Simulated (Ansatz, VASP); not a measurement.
**Cross-check of SiC (SiC (F-43m)) between VASP and Ansatz**

One calculation is typed for both programs; each brings its own data sets. How far apart do they land? The cell is taken from a series of runs on this material, whose earlier steps may have relaxed, scaled, displaced or heated it; both programs get it as it stands.

Program: Ansatz 0.2.0. Level of theory: plane waves, with VASP 6.6.1 beside it; single point at HSE06 form with 20 % exact exchange with an exact-exchange share of 0.2. Results are calculated unless marked as measured.

### 1. The structure

It takes space group F-43m (No. 216, cubic). Conventional cell: a = 4.357 Å, b = 4.357 Å, c = 4.357 Å, α = 90.00°, β = 90.00°, γ = 90.00°. Si has 4 C at 1.89 Å nearest. Nearest to C lie 4 Si at 1.89 Å. Farther neighbours are not listed.

### 2. VASP: single point, HSE06 form with 20 % exact exchange with an exact-exchange share of 0.2

With cell and atoms fixed, the geometry can't cause a difference; cores, projectors, grids and the points listed under the comparison can.

Lines of VASP's logs that name or quote its potential files are left out, and so is its time.

The run reads the wave functions of an earlier VASP run, which isn't shown here.

Input file INCAR:

```
SYSTEM = SiC
PREC = Accurate
ENCUT = 520
EDIFF = 1E-06
NELM = 100
ISMEAR = 0
SIGMA = 0.01
LREAL = .FALSE.
ALGO = Normal
LHFCALC = .TRUE.
AEXX = 0.2
GGA = PE
HFSCREEN = 0.208
LASPH = .TRUE.
NBANDS = 48
PRECFOCK = Fast
LORBIT = 11
LWAVE = .FALSE.
LCHARG = .FALSE.
ISIF = 2
ISYM = 0
```

Input file POSCAR:

```
SiC
1.0
    0.0000000000      4.3569110000      4.3569110000
    4.3569110000      0.0000000000      4.3569110000
    4.3569110000      4.3569110000      0.0000000000
Si C
8 8
Direct
    0.9999800000      0.9999800000      0.9999800000
    0.9999800000      0.9999800000      0.4999800000
    0.9999800000      0.4999800000      0.9999800000
    0.9999800000      0.4999800000      0.4999800000
    0.4999800000      0.9999800000      0.9999800000
    0.4999800000      0.9999800000      0.4999800000
    0.4999800000      0.4999800000      0.9999800000
    0.4999800000      0.4999800000      0.4999800000
    0.1250200000      0.1250200000      0.1250200000
    0.1250200000      0.1250200000      0.6250200000
    0.1250200000      0.6250200000      0.1250200000
    0.1250200000      0.6250200000      0.6250200000
    0.6250200000      0.1250200000      0.1250200000
    0.6250200000      0.1250200000      0.6250200000
    0.6250200000      0.6250200000      0.1250200000
    0.6250200000      0.6250200000      0.6250200000
```

Input file KPOINTS:

```
Automatic mesh
0
Gamma
2 2 2
0.25 0.25 0.25
```

The projector-augmented-wave data sets are Si and C (PBE family, release 64).

On the command line:

```bash
export OMP_NUM_THREADS=4
mpirun -np 1 vasp_std
```

Numbers of over 12 decimals in the logs are rounded to 6 here.

What it wrote:

```text
[banner, memory and clock lines left out]
running    1 mpi-ranks, on    1 nodes
 distrk:  each k-point on    1 cores,    1 groups
 distr:  one band on    1 cores,    1 groups
 Offloading initialized ...    1 GPUs detected
 POSCAR found type information on POSCAR SiC
 POSCAR found :  2 types and      16 ions
 LDA part: xc-table for (Slater+PW92), standard interpolation
|                                                                             |
|           W    W    AA    RRRRR   N    N  II  N    N   GGGG   !!!           |
|           W    W   A  A   R    R  NN   N  II  NN   N  G    G  !!!           |
|           W    W  A    A  R    R  N N  N  II  N N  N  G       !!!           |
|           W WW W  AAAAAA  RRRRR   N  N N  II  N  N N  G  GGG   !            |
|           WW  WW  A    A  R   R   N   NN  II  N   NN  G    G                |
|           W    W  A    A  R    R  N    N  II  N    N   GGGG   !!!           |
|                                                                             |
|     Your generating k-point grid is not commensurate with the symmetry      |
|     of the lattice. This can cause slow convergence with respect to         |
|     k-points for HF-type calculations.                                      |
|     Suggested SOLUTIONS:                                                    |
|      ) If not already the case, use automatic k-point generation,           |
|      ) and/or shift your grid to Gamma (G) (e.g. required for               |
|        hexagonal, fcc, and fcc-orthorhombic lattices).                      |
|      ) and/or set KBLOWUP = .FALSE.                                         |
|                                                                             |

 found WAVECAR, reading the header
 POSCAR, INCAR and KPOINTS ok, starting setup
 FFT: planning ... GRIDC
 FFT: planning ... GRID_SOFT
 FFT: planning ... GRID
 reading WAVECAR
 the WAVECAR file was read successfully
 initial charge from wavefunction
 entering main loop
       N       E                     dE             d eps       ncg     rms          rms(c)
DAV:   1    -0.135094614975E+03   -0.13509E+03   -0.15196E+00  3272   0.534E+00    0.589E+00
DAV:   2    -0.135103114658E+03   -0.84997E-02   -0.44296E-02  3856   0.855E-01    0.422E+00
DAV:   3    -0.135100494532E+03    0.26201E-02   -0.11973E-03  3840   0.150E-01    0.247E+00
DAV:   4    -0.135099599968E+03    0.89456E-03   -0.40519E-04  3632   0.745E-02    0.142E+00
DAV:   5    -0.135099325293E+03    0.27467E-03   -0.11199E-04  3720   0.404E-02    0.808E-01
DAV:   6    -0.135099235603E+03    0.89690E-04   -0.29143E-05  3680   0.231E-02    0.462E-01
DAV:   7    -0.135099205472E+03    0.30131E-04   -0.99804E-06  3712   0.145E-02    0.263E-01
DAV:   8    -0.135099196857E+03    0.86155E-05   -0.27482E-06  2504   0.820E-03    0.152E-01
DAV:   9    -0.135099194195E+03    0.26611E-05   -0.14187E-06  2192   0.614E-03    0.855E-02
DAV:  10    -0.135099193785E+03    0.41091E-06   -0.30014E-07  2160   0.298E-03
   1 F= -.13509919E+03 E0= -.13509919E+03  d E =-.301264E-40
```

OUTCAR, selected parts (step 2):

```text
ion  position               nearest neighbor table
   1  1.000  1.000  1.000-  10 1.89  11 1.89  13 1.89   9 1.89   3 3.08   5 3.08   2 3.08   2 3.08
                             4 3.08   6 3.08   3 3.08   4 3.08   7 3.08   5 3.08   6 3.08   7 3.08
   2  1.000  1.000  0.500-   9 1.89  12 1.89  14 1.89  10 1.89   4 3.08   6 3.08   1 3.08   1 3.08
                             3 3.08   5 3.08   3 3.08   4 3.08   8 3.08   5 3.08   6 3.08   8 3.08
   3  1.000  0.500  1.000-   9 1.89  12 1.89  15 1.89  11 1.89   4 3.08   7 3.08   1 3.08   2 3.08
                             4 3.08   8 3.08   1 3.08   2 3.08   5 3.08   5 3.08   7 3.08   8 3.08
   4  1.000  0.500  0.500-  10 1.89  11 1.89  16 1.89  12 1.89   3 3.08   8 3.08   2 3.08   1 3.08
                             3 3.08   7 3.08   1 3.08   2 3.08   6 3.08   6 3.08   7 3.08   8 3.08
   5  0.500  1.000  1.000-   9 1.89  14 1.89  15 1.89  13 1.89   6 3.08   7 3.08   1 3.08   2 3.08
                             6 3.08   8 3.08   3 3.08   7 3.08   8 3.08   1 3.08   2 3.08   3 3.08
   6  0.500  1.000  0.500-  10 1.89  13 1.89  16 1.89  14 1.89   5 3.08   8 3.08   2 3.08   1 3.08
                             5 3.08   7 3.08   4 3.08   7 3.08   8 3.08   1 3.08   2 3.08   4 3.08
   7  0.500  0.500  1.000-  11 1.89  13 1.89  16 1.89  15 1.89   5 3.08   8 3.08   3 3.08   4 3.08
                             6 3.08   8 3.08   1 3.08   5 3.08   6 3.08   1 3.08   3 3.08   4 3.08
   8  0.500  0.500  0.500-  12 1.89  14 1.89  15 1.89  16 1.89   6 3.08   7 3.08   4 3.08   3 3.08
                             5 3.08   7 3.08   2 3.08   5 3.08   6 3.08   2 3.08   3 3.08   4 3.08
   9  0.125  0.125  0.125-   2 1.89   3 1.89   5 1.89   1 1.89
  10  0.125  0.125  0.625-   1 1.89   4 1.89   6 1.89   2 1.89
  11  0.125  0.625  0.125-   1 1.89   4 1.89   7 1.89   3 1.89
  12  0.125  0.625  0.625-   2 1.89   3 1.89   8 1.89   4 1.89
  13  0.625  0.125  0.125-   1 1.89   6 1.89   7 1.89   5 1.89
  14  0.625  0.125  0.625-   2 1.89   5 1.89   8 1.89   6 1.89
  15  0.625  0.625  0.125-   3 1.89   5 1.89   8 1.89   7 1.89
  16  0.625  0.625  0.625-   4 1.89   6 1.89   7 1.89   8 1.89

 Found     32 irreducible k-points:

   k-points           NKPTS =     32   k-points in BZ     NKDIM =     64   number of bands    NBANDS=     48

   dimension x,y,z NGX =    48 NGY =   48 NGZ =   48
   dimension x,y,z NGXF=    96 NGYF=   96 NGZF=   96

   ENCUT  =  520.0 eV  38.22 Ry    6.18 a.u.  11.46 11.46 11.46*2*pi/ulx,y,z

   NELECT =      64.0000    total number of electrons

 k-points in reciprocal lattice and weights: Automatic mesh
   0.12500000  0.12500000  0.12500000       0.031
   0.12500000  0.00000000  0.00000000       0.031
   0.00000000  0.00000000 -0.12500000       0.031
   0.00000000  0.12500000  0.00000000       0.031
  -0.37500000  0.12500000  0.12500000       0.031
   0.12500000 -0.37500000  0.12500000       0.031
   0.12500000  0.12500000 -0.37500000       0.031
   0.12500000  0.00000000  0.50000000       0.031
  -0.37500000  0.50000000  0.50000000       0.031
[...]
0.00000000  0.00000000  0.37500000       0.031
   0.00000000 -0.37500000  0.00000000       0.031

  exchange ACFDT corr.  =         0.00000000  see jH, gK, PRB 81, 115126

 average (electrostatic) potential at core
       1 -77.4362       2 -77.4362       3 -77.4362       4 -77.4362       5 -77.4362
       6 -77.4362       7 -77.4362       8 -77.4362       9 -41.6484      10 -41.6484
      11 -41.6484      12 -41.6484      13 -41.6484      14 -41.6484      15 -41.6484
      16 -41.6484

 E-fermi :   7.6797

 k-point     1 :       0.1250    0.1250    0.1250
  band No.  band energies     occupation
    ...
     28       6.5354      2.00000
     29       6.5354      2.00000
     30       7.1952      2.00000
     31       7.5823      2.00000
     32       7.5823      2.00000
     33       9.9851      0.00000
     34       9.9851      0.00000
     35       9.9851      0.00000
     36      13.0856      0.00000
     37      13.0856      0.00000
    ...

 k-point     2 :       0.1250    0.0000    0.0000
  band No.  band energies     occupation
    ...
     28       6.5346      2.00000
     29       6.5393      2.00000
     30       7.1907      2.00000
     31       7.5822      2.00000
     32       7.5871      2.00000
     33       9.9852      0.00000
     34       9.9853      0.00000
     35       9.9853      0.00000
     36      13.0853      0.00000
     37      13.0853      0.00000
    ...

 k-point     3 :       0.0000    0.0000   -0.1250
  band No.  band energies     occupation
    ...
     28       6.5346      2.00000
     29       6.5393      2.00000
     30       7.1907      2.00000
     31       7.5822      2.00000
     32       7.5871      2.00000
     33       9.9852      0.00000
     34       9.9853      0.00000
     35       9.9853      0.00000
     36      13.0853      0.00000
     37      13.0853      0.00000
    ...

  Total       -0.4560718     -0.4560717     -0.4560704     -0.0232102     -0.0232094     -0.0232101
  in kB       -4.4175124     -4.4175106     -4.4174988     -0.2248140     -0.2248067     -0.2248135
  external PRESSURE =      -4.4175073 kB  Pullay stress =       0.0000000 kB

  energy-cutoff  :      520.00
  volume of cell :      165.41
      direct lattice vectors                 reciprocal lattice vectors
     0.000000000  4.356911000  4.356911000    -0.114760205  0.114760205  0.114760205
     4.356911000  0.000000000  4.356911000     0.114760205 -0.114760205  0.114760205
     4.356911000  4.356911000  0.000000000     0.114760205  0.114760205 -0.114760205

 POSITION                                       TOTAL-FORCE (eV/Angst)
 -----------------------------------------------------------------------------------
      8.71365      8.71365      8.71365         0.006947      0.006947      0.006947
      6.53519      6.53519      8.71365         0.006947      0.006947      0.006947
      6.53519      8.71365      6.53519         0.006948      0.006947      0.006948
      4.35674      6.53519      6.53519         0.006948      0.006947      0.006948
      8.71365      6.53519      6.53519         0.006947      0.006947      0.006947
      6.53519      4.35674      6.53519         0.006947      0.006948      0.006948
      6.53519      6.53519      4.35674         0.006948      0.006947      0.006948
      4.35674      4.35674      4.35674         0.006948      0.006947      0.006948
      1.08940      1.08940      1.08940        -0.006948     -0.006947     -0.006948
      3.26786      3.26786      1.08940        -0.006948     -0.006947     -0.006948
      3.26786      1.08940      3.26786        -0.006948     -0.006947     -0.006948
      5.44631      3.26786      3.26786        -0.006948     -0.006947     -0.006948
      1.08940      3.26786      3.26786        -0.006947     -0.006947     -0.006947
      3.26786      5.44631      3.26786        -0.006947     -0.006947     -0.006947
      3.26786      3.26786      5.44631        -0.006947     -0.006947     -0.006947
      5.44631      5.44631      5.44631        -0.006948     -0.006947     -0.006948
 -----------------------------------------------------------------------------------
    total drift:                                0.000019      0.000023      0.000019

  FREE ENERGIE OF THE ION-ELECTRON SYSTEM (eV)
  ---------------------------------------------------
  free  energy   TOTEN  =      -135.0991937845 eV

  energy  without entropy=     -135.0991937845  energy(sigma->0) =     -135.09919378

 total charge
# of ion       s       p       d       tot
------------------------------------------
    1        0.712   0.986   0.000   1.698
    2        0.712   0.986   0.000   1.698
    3        0.712   0.986   0.000   1.698
    4        0.712   0.986   0.000   1.698
    5        0.712   0.986   0.000   1.698
    6        0.712   0.986   0.000   1.698
    7        0.712   0.986   0.000   1.698
    8        0.712   0.986   0.000   1.698
    9        0.835   1.718   0.000   2.553
   10        0.835   1.718   0.000   2.553
   11        0.835   1.718   0.000   2.553
   12        0.835   1.718   0.000   2.553
   13        0.835   1.718   0.000   2.553
   14        0.835   1.718   0.000   2.553
   15        0.835   1.718   0.000   2.553
   16        0.835   1.718   0.000   2.553
--------------------------------------------------
tot         12.378  21.635   0.000  34.013

[... 3 further parts left out ...]
```

The run ends at a pressure of -0.44 GPa, with forces up to 0.012 eV/Å.

[end of part 1 of 2]

[Lines on the potential files, build, host, timing and source positions are cut from VASP's logs without a mark.]

[Logs are printed without paths, hosts, clocks, repeated set-up lines and the standing remarks that a program may print on its own settings, such as how far it seeks lower states.]

[Hosts, paths, dates, database ids (printed as entryN), source tags and the programs' standing remarks are cut or masked in the printed files.]
